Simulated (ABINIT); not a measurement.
# MoS2 (R-3m) in ABINIT: reference runs

Reference runs on MoS2: the cell as given and a disturbed copy.

Everything below comes from runs of ABINIT 10.8.3 (patched build). Logs are shortened: lines on timing, memory, paths and dates and some standing lists are left out, and cuts for length are marked. The log counts tension as positive stress, the text compression.

## Step 1: The structure

It takes space group R-3m (No. 166, trigonal). The conventional cell has a = 3.171 Å, b = 3.171 Å, c = 18.345 Å, α = 90.00°, β = 90.00°, γ = 120.00°. Mo (site symmetry -3m) is surrounded by 6 S at 2.39 Å. S (site symmetry 3m) has 3 Mo at 2.39 Å as nearest neighbours.

Measurements of this composition are mostly on another form, of space group No. 194.

## Step 2: Single point, PBE

File run.abi:

```
# Pseudopotentials
pp_dirpath "./"
pseudos "Mo.GGA_PBE-JTH.xml, S.GGA_PBE-JTH.xml"

# Structure
structure "poscar:POSCAR"
natom 3

# Plane-wave basis
ecut 20.0
pawecutdg 40.0

# k points
kptopt 1
ngkpt 10 10 10
nshiftk 1
shiftk 0.0 0.0 0.0

# Exchange and correlation
ixc 11

# Bands and occupations
nband 17
occopt 3
tsmear 0.05 eV

# SCF cycle
nstep 100
tolvrs 1.0e-9

# Output
iomode 3
prtwf 0
prtden 0
prteig 0
prtebands 0
```

File POSCAR:

```
MoS2
1.0
    1.5855000000      0.9153888518      6.1149966667
   -1.5855000000      0.9153888518      6.1149966667
    0.0000000000     -1.8307777036      6.1149966667
Mo S
1 2
Direct
    0.0000000000      0.0000000000      0.0000000000  Mo
    0.2500000000      0.2500000000      0.2500000000  S
    0.7500000000      0.7500000000      0.7500000000  S
```

Potentials or basis: JTH PAW PBE v2.0.

Started as:

```console
> abinit run.abi > log 2>&1
```

run.abo:

```text
.Version 10.8.3 of ABINIT
 Symmetries : space group R-3 m (#166); Bravais hR (rhombohedral)
================================================================================
 Values of the parameters that define the memory need of the present run
     intxc =       0    ionmov =       0      iscf =      17    lmnmax =      18
     lnmax =       6     mgfft =      50  mpssoang =       3    mqgrid =    3001
     natom =       3  nloc_mem =       2    nspden =       1   nspinor =       1
    nsppol =       1      nsym =      12    n1xccc =       1    ntypat =       2
    occopt =       3   xclevel =       2
       mpw =        1556          nfft =      125000          nkpt =         116
 PAW method is used; the additional fine FFT grid is defined by:
   mgfftf=        72    nfftf =    373248
================================================================================
================================================================================

--------------------------------------------------------------------------------
------------- Echo of variables that govern the present computation ------------
--------------------------------------------------------------------------------
 -outvars: echo values of preprocessed input variables --------
            acell      1.0000000000E+00  1.0000000000E+00  1.0000000000E+00 Bohr
              amu      9.59400000E+01  3.20660000E+01
             ecut      2.00000000E+01 Hartree
                       outvar_i_n : Printing only first  50 k-points.
              ixc          11
                       outvar_i_n : Printing only first  50 k-points.
         kptrlatt       10    0    0      0   10    0      0    0   10
          kptrlen      5.99232155E+01
            natom           3
            nband          17
            ngfft          50      50      50
          ngfftdg          72      72      72
             nkpt         116
            nstep         100
             nsym          12
           ntypat           2
                       prtocc : prtvol=0, do not print more k-points.
           occopt           3
        pawecutdg      4.00000000E+01 Hartree
         pawxcdev           0
           prtden           0
        prtebands           0
           prteig           0
            prtwf           0
            rprim      2.9961607726E+00  1.7298342286E+00  1.1555668961E+01
                      -2.9961607726E+00  1.7298342286E+00  1.1555668961E+01
                       0.0000000000E+00 -3.4596684572E+00  1.1555668961E+01
          spgroup         166
           tolvrs      1.00000000E-09
           tsmear      1.83746611E-03 Hartree
            typat      1  2  2
           useylm           1
                       outvars : Printing only first  50 k-points.
           xangst      0.0000000000E+00  0.0000000000E+00  0.0000000000E+00
                       1.4744007187E-17 -7.9361833376E-18  4.5862475000E+00
                      -1.1727538823E-16 -2.9375236163E-16  1.3758742500E+01
            xcart      0.0000000000E+00  0.0000000000E+00  0.0000000000E+00
                       2.7862135581E-17 -1.4997212993E-17  8.6667517207E+00
                      -2.2161836506E-16 -5.5511151231E-16  2.6000255162E+01
             xred      0.0000000000E+00  0.0000000000E+00  0.0000000000E+00
                       2.5000000000E-01  2.5000000000E-01  2.5000000000E-01
                       7.5000000000E-01  7.5000000000E-01  7.5000000000E-01
            znucl       42.00000   16.00000

================================================================================

 chkinp: Checking input parameters for consistency.

================================================================================
== DATASET  1 ==================================================================

--- !DatasetInfo
iteration_state: {dtset: 1, }
dimensions: {natom: 3, nkpt: 116, mband: 17, nsppol: 1, nspinor: 1, nspden: 1, mpw: 1556, }
cutoff_energies: {ecut:  20.0, pawecutdg:  40.0, }
electrons: {nelect:   2.60000000E+01, charge:   0.00000000E+00, occopt:   3.00000000E+00, tsmear:   1.83746611E-03, }
meta: {optdriver: 0, ionmov: 0, optcell: 0, iscf: 17, paral_kgb: 0, }
...

 Exchange-correlation functional for the present dataset will be:
  GGA: Perdew-Burke-Ernzerhof functional - ixc=11
  J.P.Perdew, K.Burke, M.Ernzerhof, PRL 77, 3865 (1996)

 Real(R)+Recip(G) space primitive vectors, cartesian coordinates (Bohr,Bohr^-1):
 R(1)=  2.9961608  1.7298342 11.5556690  G(1)=  0.1668802  0.0963483  0.0288459
 R(2)= -2.9961608  1.7298342 11.5556690  G(2)= -0.1668802  0.0963483  0.0288459
 R(3)=  0.0000000 -3.4596685 11.5556690  G(3)=  0.0000000 -0.1926967  0.0288459
 Unit cell volume ucvol=  3.5934859E+02 bohr^3
 Angles (23,13,12)=  2.87642072E+01  2.87642072E+01  2.87642072E+01 degrees

 Coarse grid specifications (used for wave-functions):

 getcut: wavevector=  0.0000  0.0000  0.0000  ngfft=  50  50  50
         ecut(hartree)=     20.000   => boxcut(ratio)=   2.05906

 Fine grid specifications (used for densities):

[... 65 lines left out ...]
entropy   :   0.00000000E+00
fermie    :   3.18258482E-01
cartesian_stress_tensor: # hartree/bohr^3
- [ -2.19441756E-04,   0.00000000E+00,   0.00000000E+00, ]
- [  0.00000000E+00,  -2.19441756E-04,   0.00000000E+00, ]
- [  0.00000000E+00,   0.00000000E+00,  -3.66591243E-04, ]
pressure_GPa:   7.8993E+00
xred      :
- [  0.0000E+00,   0.0000E+00,   0.0000E+00, Mo]
- [  2.5000E-01,   2.5000E-01,   2.5000E-01,  S]
- [  7.5000E-01,   7.5000E-01,   7.5000E-01,  S]
cartesian_forces: # hartree/bohr
- [ -0.00000000E+00,   1.78280253E-18,  -0.00000000E+00, ]
- [  6.90783789E-18,  -3.97423901E-18,  -1.96110061E-02, ]
- [ -6.90783789E-18,   2.19143648E-18,   1.96110061E-02, ]
force_length_stats: {min:   1.78280253E-18, max:   1.96110061E-02, mean:   1.30740041E-02, }
...

 Integrated electronic density in atomic spheres:
 ------------------------------------------------
 Atom  Sphere_radius  Integrated_density
    1        2.20740         11.30004842
    2        1.90380          3.61059647
    3        1.90380          3.61059647

================================================================================

 ----iterations are completed or convergence reached----

 Mean square residual over all n,k,spin=   54.760E-10; max=  85.154E-07
 reduced coordinates (array xred) for    3 atoms
       0.000000000000      0.000000000000      0.000000000000
       0.250000000000      0.250000000000      0.250000000000
       0.750000000000      0.750000000000      0.750000000000
 rms dE/dt=  1.8503E-01; max dE/dt=  2.2662E-01; dE/dt below (all hartree)
    1       0.000000000000      0.000000000000      0.000000000000
    2       0.226618294555      0.226618294555      0.226618294555
    3      -0.226618294555     -0.226618294555     -0.226618294555

 cartesian coordinates (angstrom) at end:
    1      0.00000000000000     0.00000000000000     0.00000000000000
    2      0.00000000000000    -0.00000000000000     4.58624750002500
    3     -0.00000000000000    -0.00000000000000    13.75874250007500

 cartesian forces (hartree/bohr) at end:
    1     -0.00000000000000     0.00000000000000    -0.00000000000000
    2      0.00000000000000    -0.00000000000000    -0.01961100610635
    3     -0.00000000000000     0.00000000000000     0.01961100610635
 frms,max,avg= 9.2447169E-03 1.9611006E-02   0.000E+00  0.000E+00  0.000E+00 h/b

 cartesian forces (eV/Angstrom) at end:
    1     -0.00000000000000     0.00000000000000    -0.00000000000000
    2      0.00000000000000    -0.00000000000000    -1.00843847996334
    3     -0.00000000000000     0.00000000000000     1.00843847996334
 frms,max,avg= 4.7538246E-01 1.0084385E+00   0.000E+00  0.000E+00  0.000E+00 e/A
 length scales=  1.000000000000  1.000000000000  1.000000000000 bohr
              =  0.529177210544  0.529177210544  0.529177210544 angstroms
 Fermi (or HOMO) energy (hartree) =   0.31826   Average Vxc (hartree)=  -0.39615
 Eigenvalues (hartree) for nkpt= 116  k points:
 kpt#   1, nband= 17, wtk=  0.00100, kpt=  0.0000  0.0000  0.0000 (reduced coord)
  -1.95417   -1.00113   -0.99820   -0.99820   -0.24169   -0.18155    0.05743    0.16259
   0.16259    0.25173    0.27193    0.27898    0.27898    0.30776    0.30776    0.44112
   0.44112
      occupation numbers for kpt#   1
   2.00000    2.00000    2.00000    2.00000    2.00000    2.00000    2.00000    2.00000
   2.00000    2.00000    2.00000    2.00000    2.00000    1.99341    1.99341    0.00000
   0.00000
 prteigrs : prtvol=0 or 1, do not print more k-points.

--- !EnergyTerms
iteration_state     : {dtset: 1, }
comment             : Components of total free energy in Hartree
kinetic             :  1.86806013925778E+01
hartree             :  2.87281877909475E+01
xc                  : -1.12989737440316E+01
Ewald energy        : -5.96419614093765E+01
psp_core            :  2.47279856746500E+00
local_psp           : -8.12204640444294E+01
PAW spherical_terms :  1.27227408437497E+01
internal            : -8.95570706030974E+01
'-kT*entropy'       : -2.19082892003365E-04
total_energy        : -8.95572896859894E+01
total_energy_eV     : -2.43697800078867E+03
...

--- !EnergyTermsDC
iteration_state     : {dtset: 1, }
comment             : '"Double-counting" decomposition of free energy'
band_energy         : -8.16068574517407E+00
Ewald energy        : -5.96419614093765E+01
psp_core            :  2.47279856746500E+00
xc_dc               : -2.73377492781449E+01
PAW spherical_terms :  3.11052783448679E+00
internal            : -8.95570700307437E+01
'-kT*entropy'       : -2.19082892003365E-04
total_energy_dc     : -8.95572891136357E+01
total_energy_dc_eV  : -2.43697798521413E+03
...

--- !EnergyTermsWithPAWCore
iteration_state     : {dtset: 1, }
comment             : 'Components of total free energy, including PAW core contributions'
Total energy        : -4.84747761147753E+03
Total energy DC     : -4.84747761090517E+03
Total energy (eV)   : -1.31906585604660E+05
Total energy DC (eV): -1.31906585589086E+05
...

 Cartesian components of stress tensor (hartree/bohr^3)
  sigma(1 1)= -2.19441756E-04  sigma(3 2)=  0.00000000E+00
  sigma(2 2)= -2.19441756E-04  sigma(3 1)=  0.00000000E+00
  sigma(3 3)= -3.66591243E-04  sigma(2 1)=  0.00000000E+00

-Cartesian components of stress tensor (GPa)         [Pressure=  7.8993E+00 GPa]
- sigma(1 1)= -6.45619936E+00  sigma(3 2)=  0.00000000E+00
- sigma(2 2)= -6.45619936E+00  sigma(3 1)=  0.00000000E+00
- sigma(3 3)= -1.07854867E+01  sigma(2 1)=  0.00000000E+00

== END DATASET(S) ==============================================================
================================================================================

 -outvars: echo values of variables after computation  --------
            acell      1.0000000000E+00  1.0000000000E+00  1.0000000000E+00 Bohr
           etotal     -8.9557289114E+01
            fcart     -0.0000000000E+00  1.7828025340E-18 -0.0000000000E+00
                       6.9078378940E-18 -3.9742390099E-18 -1.9611006106E-02
                      -6.9078378940E-18  2.1914364759E-18  1.9611006106E-02
            rprim      2.9961607726E+00  1.7298342286E+00  1.1555668961E+01
                      -2.9961607726E+00  1.7298342286E+00  1.1555668961E+01
                       0.0000000000E+00 -3.4596684572E+00  1.1555668961E+01
           strten     -2.1944175584E-04 -2.1944175584E-04 -3.6659124309E-04
                       0.0000000000E+00  0.0000000000E+00  0.0000000000E+00
           xangst      0.0000000000E+00  0.0000000000E+00  0.0000000000E+00
                       1.4744007187E-17 -7.9361833376E-18  4.5862475000E+00
                      -1.1727538823E-16 -2.9375236163E-16  1.3758742500E+01
             xred      0.0000000000E+00  0.0000000000E+00  0.0000000000E+00
                       2.5000000000E-01  2.5000000000E-01  2.5000000000E-01
                       7.5000000000E-01  7.5000000000E-01  7.5000000000E-01
 Calculation completed.
```

Wall time 4.1 min (1 thread of Arm Neoverse V2, shared host); peak memory 0.3 GiB.

What came out:

| Quantity | Value |
| --- | --- |
| Free energy | -2436.9780 eV |
| Pressure | 7.9 GPa |
| Largest force | 1.008 eV/Å |
| Band gap on the k mesh | none (metal or under the smearing width) |
| Valence electrons inside the program's atomic spheres | Mo 11.30; S 3.61 |

Forces in eV/Å, atoms in the order of the input:
```
Mo   0.000  0.000  0.000
S    0.000  0.000 -1.008
S    0.000  0.000  1.008
```

Caveat: the cell's inner coordinates are idealised or old, which leaves forces on the atoms.

## Step 3: Single point, PBE

File run.py:

```python
import json, os
import numpy as np
from ase.units import GPa
from ase.calculators.abinit import Abinit, AbinitProfile
from ase.io import read

atoms = read('MoS2.cif')

profile = AbinitProfile(command='abinit', pp_paths=[os.path.abspath('pseudos')])
params = dict(
    pps='pawxml', xc='PBE',
    ecut=544.2277,
    pawecutdg=1088.4554,
    kptopt=1,
    ngkpt=[10, 10, 10],
    nshiftk=1,
    shiftk=[0.0, 0.0, 0.0],
    ixc=11,
    nband=17,
    occopt=3,
    tsmear=0.05,
    nstep=100,
    tolvrs=1e-09,
    prtwf=0,
    prtden=0,
)

atoms.calc = Abinit(profile=profile, directory='run', **params)
energy = atoms.get_potential_energy()
forces = atoms.get_forces()
stress = atoms.get_stress()
print(f'energy {energy:.6f} eV')
print('forces (eV/A)')
print(np.round(forces, 5))
print('stress (GPa, Voigt, tension positive)', np.round(stress / GPa, 4))
json.dump(dict(energy=energy, forces=forces.tolist(), stress=stress.tolist(), cell=atoms.cell.tolist(), frac=atoms.get_scaled_positions(wrap=False).tolist()), open('results.json', 'w'))
```

File MoS2.cif:

```cif
data_MoS2
_cell_length_a 6.38317564
_cell_length_b 6.38317564
_cell_length_c 6.38317564
_cell_angle_alpha 28.76420723
_cell_angle_beta 28.76420723
_cell_angle_gamma 28.76420723
_space_group_name_H-M_alt 'P1'
_space_group_name_Hall 'P 1'
_space_group_IT_number 1
loop_
_space_group_symop_operation_xyz
'x,y,z'
loop_
_atom_site_label
_atom_site_type_symbol
_atom_site_symmetry_multiplicity
_atom_site_Wyckoff_symbol
_atom_site_fract_x
_atom_site_fract_y
_atom_site_fract_z
_atom_site_occupancy
Mo1 Mo 1 a 0.0000000000 0.0000000000 0.0000000000 1
S1 S 1 a 0.2500000000 0.2500000000 0.2500000000 1
S2 S 1 a 0.7500000000 0.7500000000 0.7500000000 1
```

Potentials or basis: JTH PAW PBE v2.0.

Started as:

```console
> python run.py
```

What it wrote:

```text
energy -2436.978001 eV
forces (eV/A)
[[-0.      -0.      -0.     ]
 [-0.96607 -0.24772 -0.1493 ]
 [ 0.96607  0.24772  0.1493 ]]
stress (GPa, Voigt, tension positive) [-10.4294  -6.7174  -6.5511  -0.1574  -0.614   -1.0188]
```

abinit.in:

```text
ecut 544.2277 eV
ixc 11
kptopt 1
natom 3
nband 17
ngkpt
10 10 10
nshiftk 1
nsppol 1
nstep 100
occopt 3
pawecutdg 1088.4554 eV
prtden 0
prtwf 0
shiftk
0.0 0.0 0.0
tolvrs 1e-09
tsmear 0.05 eV
#Definition of the unit cell
acell
1.00000000000000 1.00000000000000 1.00000000000000 Angstrom
rprim
6.38317564000000 0.00000000000000 0.00000000000000
5.59553939323315 3.07162337370086 0.00000000000000
5.59553939323315 1.43482748700800 2.71590504848600
chkprim 0 # Allow non-primitive cells
#Definition of the atom types
ntypat 2
znucl 16 42
#Enumerate different atomic species
typat
 2 1 1
pseudos "./pseudos/S.GGA_PBE-JTH.xml,
./pseudos/Mo.GGA_PBE-JTH.xml"
#Definition of the atoms
xcart
0.00000000000000 0.00000000000000 0.00000000000000
8.30263193294966 2.12898948157046 1.28307918135410
24.90789579884898 6.38696844471138 3.84923754406231
chkexit 1 # abinit.exit file in the running directory terminates after the current SCF
```

abinit.abo:

```text
.Version 10.8.3 of ABINIT
 Symmetries : space group R-3 m (#166); Bravais hR (rhombohedral)
================================================================================
 Values of the parameters that define the memory need of the present run
     intxc =       0    ionmov =       0      iscf =      17    lmnmax =      18
     lnmax =       6     mgfft =      50  mpssoang =       3    mqgrid =    3001
     natom =       3  nloc_mem =       2    nspden =       1   nspinor =       1
    nsppol =       1      nsym =      12    n1xccc =       1    ntypat =       2
    occopt =       3   xclevel =       2
       mpw =        1556          nfft =      125000          nkpt =         116
 PAW method is used; the additional fine FFT grid is defined by:
   mgfftf=        72    nfftf =    373248
================================================================================
================================================================================

--------------------------------------------------------------------------------
------------- Echo of variables that govern the present computation ------------
--------------------------------------------------------------------------------
 -outvars: echo values of preprocessed input variables --------
            acell      1.8897261259E+00  1.8897261259E+00  1.8897261259E+00 Bohr
              amu      3.20660000E+01  9.59400000E+01
          chkexit           1
          chkprim           0
             ecut      1.99999991E+01 Hartree
                       outvar_i_n : Printing only first  50 k-points.
              ixc          11
                       outvar_i_n : Printing only first  50 k-points.
[... 236 lines left out ...]
Total energy        : -4.84747761147760E+03
Total energy DC     : -4.84747761090524E+03
Total energy (eV)   : -1.31906585604662E+05
Total energy DC (eV): -1.31906585589088E+05
...

 Cartesian components of stress tensor (hartree/bohr^3)
  sigma(1 1)= -3.54486473E-04  sigma(3 2)= -5.35146903E-06
  sigma(2 2)= -2.28321345E-04  sigma(3 1)= -2.08696558E-05
  sigma(3 3)= -2.22666924E-04  sigma(2 1)= -3.46286327E-05

-Cartesian components of stress tensor (GPa)         [Pressure=  7.8993E+00 GPa]
- sigma(1 1)= -1.04293521E+01  sigma(3 2)= -1.57445655E-01
- sigma(2 2)= -6.71744588E+00  sigma(3 1)= -6.14006472E-01
- sigma(3 3)= -6.55108708E+00  sigma(2 1)= -1.01880955E+00

== END DATASET(S) ==============================================================
================================================================================

 -outvars: echo values of variables after computation  --------
            acell      1.8897261259E+00  1.8897261259E+00  1.8897261259E+00 Bohr
           etotal     -8.9557289114E+01
            fcart     -0.0000000000E+00 -1.4456028966E-18 -0.0000000000E+00
                      -1.8787080651E-02 -4.8174479393E-03 -2.9033338171E-03
                       1.8787080651E-02  4.8174479393E-03  2.9033338171E-03
            rprim      6.3831756400E+00  0.0000000000E+00  0.0000000000E+00
                       5.5955393932E+00  3.0716233737E+00  0.0000000000E+00
                       5.5955393932E+00  1.4348274870E+00  2.7159050485E+00
           strten     -3.5448647286E-04 -2.2832134471E-04 -2.2266692401E-04
                      -5.3514690313E-06 -2.0869655793E-05 -3.4628632677E-05
           xangst      0.0000000000E+00  0.0000000000E+00  0.0000000000E+00
                       4.3935636068E+00  1.1266127152E+00  6.7897626215E-01
                       1.3180690820E+01  3.3798381455E+00  2.0369287863E+00
             xred      0.0000000000E+00  0.0000000000E+00  0.0000000000E+00
                       2.5000000001E-01  2.5000000001E-01  2.5000000001E-01
                       7.4999999999E-01  7.4999999999E-01  7.4999999999E-01
 Calculation completed.
```

Run time: 4.1 min. Hardware: 1 thread of Arm Neoverse V2, shared host; peak memory 0.3 GiB.

Results:

```
Free energy                                           : -2436.9780 eV
Pressure                                              : 7.9 GPa
Largest force                                         : 1.008 eV/Å
Band gap on the k mesh                                : none (metal or under the smearing width)
Valence electrons inside the program's atomic spheres : Mo 11.30; S 3.61
```

Forces on the atoms (eV/Å):
```
Mo   0.000  0.000  0.000
S   -0.966 -0.248 -0.149
S    0.966  0.248  0.149
```

Stress tensor (GPa, compression positive):
```
10.43  1.02  0.61
 1.02  6.72  0.16
 0.61  0.16  6.55
```

Caveat: the cell's inner coordinates are idealised or old, which leaves forces on the atoms.

[end of part 1 of 2]
